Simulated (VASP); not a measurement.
# Fe (P6_3/mmc) in VASP: settings compared, part 2 of 3

VASP 6.6.1. Earlier steps stand in the parts before.

### 3 Band structure, LDA+U, collinear spin, antiferromagnetic start

POSCAR

```
Fe
2.4342
    0.999982575507      0.000000000000      0.000000000000
   -0.499991287774      0.866010313738      0.000000000000
    0.000000000000      0.000000000000      1.578315039849
Fe
2
Direct
    0.6666666667      0.3333333333      0.7500000000
    0.3333333333      0.6666666667      0.2500000000
```

INCAR.step1

```
PREC = Accurate ; ENCUT = 500
EDIFF = 1E-6 ; ISMEAR = 1
SIGMA = 0.1 ; LREAL = False
LASPH = True ; NELM = 120
ALGO = Normal ; ISIF = 2
LWAVE = False ; LCHARG = True
ISPIN = 2 ; MAGMOM = 3 -3
LORBIT = 11 ; NUPDOWN = 0
LMAXMIX = 4 ; LDAU = True
LDAUTYPE = 2 ; LDAUL = 2
LDAUU = 8 ; LDAUJ = 1
LDAUPRINT = 1
```

KPOINTS.step1

```
Automatic mesh
0
Gamma
  12 12 7
```

INCAR.step2

```
PREC = Accurate ; ENCUT = 500
EDIFF = 1E-6 ; ISMEAR = 0
SIGMA = 0.05 ; LREAL = False
LASPH = True ; NELM = 120
ALGO = Normal ; ISIF = 2
LWAVE = False ; LCHARG = False
ISPIN = 2 ; MAGMOM = 3 -3
LORBIT = 11 ; NUPDOWN = 0
LMAXMIX = 4 ; LDAU = True
LDAUTYPE = 2 ; LDAUL = 2
LDAUU = 8 ; LDAUJ = 1
LDAUPRINT = 1 ; ICHARG = 11
```

KPOINTS.step2

```
path GMKGALHA,LM,KH
20
line-mode
reciprocal
 0.0000000000  0.0000000000  0.0000000000  G
 0.5000000000  0.0000000000  0.0000000000  M

 0.5000000000  0.0000000000  0.0000000000  M
 0.3333333333  0.3333333333  0.0000000000  K

 0.3333333333  0.3333333333  0.0000000000  K
 0.0000000000  0.0000000000  0.0000000000  G

 0.0000000000  0.0000000000  0.0000000000  G
 0.0000000000  0.0000000000  0.5000000000  A

 0.0000000000  0.0000000000  0.5000000000  A
 0.5000000000  0.0000000000  0.5000000000  L

 0.5000000000  0.0000000000  0.5000000000  L
 0.3333333333  0.3333333333  0.5000000000  H

 0.3333333333  0.3333333333  0.5000000000  H
 0.0000000000  0.0000000000  0.5000000000  A

 0.5000000000  0.0000000000  0.5000000000  L
 0.5000000000  0.0000000000  0.0000000000  M

 0.3333333333  0.3333333333  0.0000000000  K
 0.3333333333  0.3333333333  0.5000000000  H
```

Potentials or basis: VASP PAW LDA potentials, release 54 (Fe).

Launch:

```sh
$ cat potpaw_LDA.54/Fe/POTCAR > POTCAR
$ cp INCAR.step1 INCAR
$ cp KPOINTS.step1 KPOINTS
$ mpirun -np 1 vasp_std > vasp.out
$ cp INCAR.step2 INCAR
$ cp KPOINTS.step2 KPOINTS
$ mpirun -np 1 vasp_std > vasp.out
```

OUTCAR:

```text
PREC = Accurate
   ENCUT = 500
   EDIFF = 1E-6
   ISMEAR = 0
   LREAL = False
   LASPH = True
   NELM = 120
   ISIF = 2
   ISPIN = 2
   LORBIT = 11
   NUPDOWN = 0
   ICHARG = 11

 ion  position               nearest neighbor table
   1  0.667  0.333  0.750-   2 2.38   2 2.38   2 2.38   2 2.38   2 2.38   2 2.38
   2  0.333  0.667  0.250-   1 2.38   1 2.38   1 2.38   1 2.38   1 2.38   1 2.38

  LATTYP: Found a hexagonal cell.
 ALAT       =     2.4341575853
 C/A-ratio  =     1.5783425417

  Lattice vectors:

 A1 = (   2.4341575853,   0.0000000000,   0.0000000000)
 A2 = (  -1.2170787927,   2.1080423057,   0.0000000000)
 A3 = (   0.0000000000,   0.0000000000,   3.8419344700)

Analysis of symmetry for initial positions (statically):
=====================================================================
 Subroutine PRICEL returns:
 Original cell was already a primitive cell.

 Routine SETGRP: Setting up the symmetry group for a
 hexagonal supercell.

 Subroutine GETGRP returns: Found 24 space group operations
 (whereof 12 operations were pure point group operations)
 out of a pool of 24 trial point group operations.

The static configuration has the point symmetry D_3d.
 The point group associated with its full space group is D_6h.

Analysis of symmetry for dynamics (positions and initial velocities):
=====================================================================
 Subroutine PRICEL returns:
 Original cell was already a primitive cell.

 Routine SETGRP: Setting up the symmetry group for a
 hexagonal supercell.

 Subroutine GETGRP returns: Found 24 space group operations
 (whereof 12 operations were pure point group operations)
 out of a pool of 24 trial point group operations.

The dynamic configuration has the point symmetry D_3d.
 The point group associated with its full space group is D_6h.

Analysis of structural, dynamic, and magnetic symmetry:
=====================================================================
 Subroutine PRICEL returns:
 Original cell was already a primitive cell.

 Routine SETGRP: Setting up the symmetry group for a
 hexagonal supercell.

 Subroutine GETGRP returns: Found 24 space group operations
 (whereof 12 operations were pure point group operations)
 out of a pool of 24 trial point group operations.

The overall configuration has the point symmetry D_3d.
 The point group associated with its full space group is D_6h.

 Subroutine INISYM returns: Found 24 space group operations
 (whereof 12 operations are pure point group operations),
 and found     1 'primitive' translations

----------------------------------------------------------------------------------------

[... 177 lines left out ...]
  0.0000 -0.0000  0.0000  0.9545  0.0000
 -0.0000 -0.0000  0.0000  0.0000  0.9588

 occupancies and eigenvectors

  o =  0.0944  v =  0.0000  0.0000 -1.0000 -0.0000  0.0000  0.0000  0.0000  0.0000  0.0000  0.0000      0.0000  0.0000  0.0000  0.0000  0.0000  0.0000  0.0000  0.0000  0.0000  0.0000
  o =  0.2631  v = -0.0000  0.5792 -0.0000  0.8152 -0.0000  0.0000  0.0000  0.0000  0.0000  0.0000      0.0000  0.0000  0.0000  0.0000  0.0000  0.0000  0.0000  0.0000  0.0000  0.0000
  o =  0.2631  v =  0.0000 -0.8152  0.0000  0.5792  0.0000  0.0000  0.0000  0.0000  0.0000  0.0000      0.0000  0.0000  0.0000  0.0000  0.0000  0.0000  0.0000  0.0000  0.0000  0.0000
  o =  0.5404  v =  0.9996  0.0000  0.0000  0.0000  0.0279  0.0000  0.0000  0.0000  0.0000  0.0000      0.0000  0.0000  0.0000  0.0000  0.0000  0.0000  0.0000  0.0000  0.0000  0.0000
  o =  0.5404  v =  0.0279 -0.0000 -0.0000  0.0000 -0.9996  0.0000  0.0000  0.0000  0.0000  0.0000      0.0000  0.0000  0.0000  0.0000  0.0000  0.0000  0.0000  0.0000  0.0000  0.0000
  o =  0.9545  v =  0.0000  0.0000  0.0000  0.0000  0.0000  0.0000 -0.5791 -0.0000 -0.8152 -0.0000      0.0000  0.0000  0.0000  0.0000  0.0000  0.0000  0.0000  0.0000  0.0000  0.0000
  o =  0.9545  v =  0.0000  0.0000  0.0000  0.0000  0.0000  0.0000  0.8152  0.0000 -0.5791  0.0000      0.0000  0.0000  0.0000  0.0000  0.0000  0.0000  0.0000  0.0000  0.0000  0.0000
  o =  0.9588  v =  0.0000  0.0000  0.0000  0.0000  0.0000 -0.0322  0.0000  0.0000  0.0000 -0.9995      0.0000  0.0000  0.0000  0.0000  0.0000  0.0000  0.0000  0.0000  0.0000  0.0000
  o =  0.9588  v =  0.0000  0.0000  0.0000  0.0000  0.0000  0.9995  0.0000 -0.0000  0.0000 -0.0322      0.0000  0.0000  0.0000  0.0000  0.0000  0.0000  0.0000  0.0000  0.0000  0.0000
  o =  0.9642  v =  0.0000  0.0000  0.0000  0.0000  0.0000 -0.0000  0.0000 -1.0000 -0.0000 -0.0000      0.0000  0.0000  0.0000  0.0000  0.0000  0.0000  0.0000  0.0000  0.0000  0.0000

 number of electron      16.0000003 magnetization       0.0000000

 Free energy of the ion-electron system (eV)
  ---------------------------------------------------
  ext. energy  EPLUGINS =         0.00000000
  ---------------------------------------------------
  free energy    TOTEN  =        93.16380695 eV

  energy without entropy =       93.16537764  energy(sigma->0) =       93.16459229

 number of electron      16.0000003 magnetization       0.0000000

 Free energy of the ion-electron system (eV)
  ---------------------------------------------------
  ext. energy  EPLUGINS =         0.00000000
  ---------------------------------------------------
  free energy    TOTEN  =        -6.36574018 eV

  energy without entropy =       -6.36254289  energy(sigma->0) =       -6.36414153

 E-fermi :   7.7163     XC(G=0): -14.1670

 val. band max:        7.7162056589   @ k =   0.1053   0.1053   0.0000
 cond. band min:       7.7185686289   @ k =   0.4298   0.1404   0.0000
 fundamental gap:      0.0023629701
 Fermi energy:         7.7162847703

 spin component 1

 k-point     1 :       0.0000    0.0000    0.0000
  band No.  band energies     occupation
      1      -1.8587      1.00000
      2      -0.5804      1.00000
      3       2.1424      1.00000
      4       2.1424      1.00000
      5       2.7131      1.00000
      6       2.7131      1.00000
      7       7.3289      1.00000
      8       7.3440      1.00000
      9       7.3440      1.00000
     10       7.6616      0.93887
     11      10.4858      0.00000
     12      10.4858      0.00000
[... 697 lines left out ...]
      1      -0.1876      1.00000
      2       0.1318      1.00000
      3       1.0608      1.00000
      4       2.0722      1.00000
      5       4.1271      1.00000
      6       4.8319      1.00000
      7       7.0079      1.00000
      8       7.4514      1.00000
      9       9.2850      0.00000
     10      10.1453      0.00000
     11      10.3669      0.00000
     12      13.8236      0.00000

 [... further k-points ...]

------------------------ aborting loop because EDIFF is reached ----------------------------------------

  FORCE on cell =-STRESS in cart. coord.  units (eV):
  Direction    XX          YY          ZZ          XY          YZ          ZX
  --------------------------------------------------------------------------------------
  -------------------------------------------------------------------------------------
  Total        7.6174929      7.6174929     17.7488567     -0.0000000      0.0000000      0.0000000
  in kB      619.0770072    619.0770072   1442.4574080     -0.0000000      0.0000000      0.0000000
  external PRESSURE =     893.5371408 kB  Pullay stress =       0.0000000 kB

 VOLUME and BASIS-vectors are now :
 -----------------------------------------------------------------------------
  energy-cutoff  :      500.00
  volume of cell :       19.71
      direct lattice vectors                 reciprocal lattice vectors
     2.434157585  0.000000000  0.000000000     0.410819746  0.237186891  0.000000000
    -1.217078793  2.108042306  0.000000000     0.000000000  0.474373781  0.000000000
     0.000000000  0.000000000  3.841934470     0.000000000  0.000000000  0.260285543

 POSITION                                       TOTAL-FORCE (eV/Angst)
 -----------------------------------------------------------------------------------
      1.21708      0.70268      2.88145        -0.000000      0.000000      0.000000
     -0.00000      1.40536      0.96048         0.000000     -0.000000      0.000000
 -----------------------------------------------------------------------------------
    total drift:                               -0.000000      0.000000     -0.000000

  FREE ENERGIE OF THE ION-ELECTRON SYSTEM (eV)
  ---------------------------------------------------
  free  energy   TOTEN  =        -6.3657401799 eV

  energy  without entropy=       -6.3625428852  energy(sigma->0) =       -6.36414153

 total charge

# of ion       s       p       d       tot
------------------------------------------
    1        0.554   0.628   6.566   7.748
    2        0.554   0.628   6.566   7.748
--------------------------------------------------
tot          1.107   1.256  13.133  15.496

 magnetization (x)

# of ion       s       p       d       tot
------------------------------------------
    1        0.003   0.022   2.931   2.956
    2       -0.003  -0.022  -2.931  -2.956
--------------------------------------------------
tot          0.000   0.000   0.000   0.000
```

Run time: 67 s. Hardware: 1 thread of Intel Xeon Platinum 8259CL at 2.50GHz (Skylake/Cascade Lake), shared host; peak memory 0.17 GiB.

What came out:

```yaml
Net_moment: 0.00 μB per cell
```

Caveat: the log is that of the step along the path at fixed density, whose energy, stress, charges and moments have no meaning; the total moment is fixed, so each spin has its own Fermi level; the U is typed as a test and isn't derived for this compound.

### 4 Hyperfine couplings, PBE+D4+U, collinear spin, ferrimagnetic start

INCAR

```
SYSTEM = Fe
ALGO = Normal
EDIFF = 1E-7
ENCUT = 520
GGA = PE
ISIF = 2
ISMEAR = 1
ISPIN = 2
IVDW = 13
LASPH = .TRUE.
LCHARG = .FALSE.
LDAU = .TRUE.
LDAUJ = 1
LDAUL = 2
LDAUPRINT = 1
LDAUTYPE = 2
LDAUU = 6
LHYPERFINE = .TRUE.
LMAXMIX = 4
LORBIT = 11
LREAL = .FALSE.
LWAVE = .FALSE.
MAGMOM = 3 -1.5
NELM = 100
PREC = Accurate
SIGMA = 0.2
```

KPOINTS

```
k-points
0
G
  12 12 7
  0 0 0
```

POSCAR is that of step 3.

Potentials or basis: VASP PAW PBE potentials, release 64 (Fe).

Launch:

```sh
$ cat potpaw_PBE.64/Fe/POTCAR > POTCAR
$ mpirun -np 1 vasp_std > vasp.out
```

OUTCAR:

```text
SYSTEM = Fe
   EDIFF = 1E-7
   ENCUT = 520
   GGA = PE
   ISIF = 2
   ISMEAR = 1
   ISPIN = 2
   IVDW = 13
   LASPH = .TRUE.
   LORBIT = 11
   LREAL = .FALSE.
   NELM = 100
   PREC = Accurate

 ion  position               nearest neighbor table
   1  0.667  0.333  0.750-   2 2.38   2 2.38   2 2.38   2 2.38   2 2.38   2 2.38
   2  0.333  0.667  0.250-   1 2.38   1 2.38   1 2.38   1 2.38   1 2.38   1 2.38

  LATTYP: Found a hexagonal cell.
 ALAT       =     2.4341575853
 C/A-ratio  =     1.5783425417

  Lattice vectors:

 A1 = (   2.4341575853,   0.0000000000,   0.0000000000)
 A2 = (  -1.2170787927,   2.1080423057,   0.0000000000)
 A3 = (   0.0000000000,   0.0000000000,   3.8419344700)

Analysis of symmetry for initial positions (statically):
=====================================================================
 Subroutine PRICEL returns:
 Original cell was already a primitive cell.

 Routine SETGRP: Setting up the symmetry group for a
 hexagonal supercell.

 Subroutine GETGRP returns: Found 24 space group operations
 (whereof 12 operations were pure point group operations)
 out of a pool of 24 trial point group operations.

The static configuration has the point symmetry D_3d.
 The point group associated with its full space group is D_6h.

Analysis of symmetry for dynamics (positions and initial velocities):
=====================================================================
 Subroutine PRICEL returns:
 Original cell was already a primitive cell.
[... 1038 lines left out ...]

  DFT-D4 for vdW energy calculation

  Edisp (eV):   -0.80683

  FORCE on cell =-STRESS in cart. coord.  units (eV):
  Direction    XX          YY          ZZ          XY          YZ          ZX
  --------------------------------------------------------------------------------------
  -------------------------------------------------------------------------------------
  Total       6.02066     6.02066    10.94477    -0.00000     0.00000     0.00000
  in kB     489.30196   489.30196   889.48623    -0.00000     0.00000     0.00000
  external pressure =      622.70 kB  Pullay stress =        0.00 kB

 VOLUME and BASIS-vectors are now :
 -----------------------------------------------------------------------------
  energy-cutoff  :      520.00
  volume of cell :       19.71
      direct lattice vectors                 reciprocal lattice vectors
     2.434157585  0.000000000  0.000000000     0.410819746  0.237186891  0.000000000
    -1.217078793  2.108042306  0.000000000     0.000000000  0.474373781  0.000000000
     0.000000000  0.000000000  3.841934470     0.000000000  0.000000000  0.260285543

 POSITION                                       TOTAL-FORCE (eV/Angst)
 -----------------------------------------------------------------------------------
      1.21708      0.70268      2.88145        -0.000000      0.000000      0.000000
     -0.00000      1.40536      0.96048         0.000000     -0.000000     -0.000000
 -----------------------------------------------------------------------------------
    total drift:                                0.000000     -0.000000     -0.000000

  FREE ENERGIE OF THE ION-ELECTRON SYSTEM (eV)
  ---------------------------------------------------
  free  energy   TOTEN  =        -7.9575184004 eV

  energy  without entropy=       -7.9587513251  energy(sigma->0) =       -7.95792938

 Fermi contact (isotropic) hyperfine coupling parameter (MHz)
 -------------------------------------------------------------
  ion      A_pw      A_1PS     A_1AE     A_1c      A_tot
 -------------------------------------------------------------
   1      68.571    68.555    42.110   -69.574    42.126
   2     -68.571   -68.555   -42.108    69.574   -42.124
 -------------------------------------------------------------

 Dipolar hyperfine coupling parameters (MHz)
 ---------------------------------------------------------------------
  ion      A_xx      A_yy      A_zz      A_xy      A_xz      A_yz
 ---------------------------------------------------------------------
   1      -9.609    -9.609    19.218     0.000     0.000     0.000
   2       9.610     9.610   -19.219    -0.000    -0.000    -0.000
 ---------------------------------------------------------------------

 Total hyperfine coupling parameters after diagonalization (MHz)
 (convention: |A_zz| > |A_xx| > |A_yy|)
 ----------------------------------------------------------------------
  ion      A_xx      A_yy      A_zz     asymmetry (A_yy - A_xx)/ A_zz
 ----------------------------------------------------------------------
   1      32.518    32.517    61.344      -0.000
   2     -32.515   -32.515   -61.344      -0.000
 ---------------------------------------------------------------------

 total charge

# of ion       s       p       d       tot
------------------------------------------
    1        0.582   0.701   6.388   7.671
    2        0.582   0.701   6.388   7.671
--------------------------------------------------
tot          1.165   1.401  12.777  15.343

 magnetization (x)

# of ion       s       p       d       tot
------------------------------------------
    1        0.011   0.017   2.907   2.935
    2       -0.011  -0.017  -2.907  -2.935
--------------------------------------------------
tot          0.000  -0.000  -0.000  -0.000
```

OSZICAR:

```text
N       E                     dE             d eps       ncg     rms          rms(c)
DAV:   1     0.931135272931E+02    0.93114E+02   -0.72225E+03  3984   0.161E+03
DAV:   2    -0.569214287296E+01   -0.98806E+02   -0.91175E+02  3962   0.278E+02
DAV:   3    -0.848531608825E+01   -0.27932E+01   -0.26602E+01  4252   0.703E+01
[... 16 lines left out ...]
DAV:  20    -0.715068298615E+01   -0.91381E-04   -0.12343E-04  5635   0.254E-01    0.132E-02
DAV:  21    -0.715067927072E+01    0.37154E-05   -0.46443E-05  6064   0.135E-01    0.103E-02
DAV:  22    -0.715068628332E+01   -0.70126E-05   -0.27945E-05  5930   0.121E-01    0.415E-03
DAV:  23    -0.715068766828E+01   -0.13850E-05   -0.17685E-06  5616   0.215E-02    0.280E-03
DAV:  24    -0.715068847381E+01   -0.80554E-06   -0.10779E-06  5612   0.204E-02    0.981E-04
DAV:  25    -0.715068849745E+01   -0.23636E-07   -0.11784E-07  3378   0.752E-03
   1 F= -.79575184E+01 E0= -.79579294E+01  d E =0.123292E-02  mag=     0.0000
```

It took 3.5 min on 1 thread of Intel Xeon Platinum 8259CL at 2.50GHz (Skylake/Cascade Lake), shared host; peak memory 0.15 GiB.

What came out:

* Free energy: -7.9575 eV
* Pressure: 62.3 GPa
* Band gap on the k mesh: none (metal or under the smearing width)
* Net moment: 0.00 μB per cell
* Site moments: Fe +2.94, -2.94 μB
* Valence electrons inside the program's atomic spheres: Fe 7.67
* Dispersion energy per atom: -0.403 eV

Eigenvalues of the final occupation matrices:
| site | spin | trace | eigenvalues |
| --- | --- | --- | --- |
| site 1 d | 1 | 4.67 | 0.93 0.93 0.94 0.94 0.94 |
| site 1 d | 2 | 1.76 | 0.17 0.29 0.29 0.51 0.51 |
| site 2 d | 1 | 1.76 | 0.17 0.29 0.29 0.51 0.51 |
| site 2 d | 2 | 4.67 | 0.93 0.93 0.94 0.94 0.94 |

Hyperfine coupling, principal values (MHz):
```tsv
atom	values
1 Fe	32.5, 32.5, 61.3
2 Fe	-32.5, -32.5, -61.3
```

Caveat: a pressure of tens of GPa on the cell as given is suspect, and the run, the potentials or the cell itself is likely at fault; pairwise dispersion overbinds metals, which lowers pressure and volume; the U is typed as a test and isn't derived for this compound.

(Part 2 of 3 ends here.)
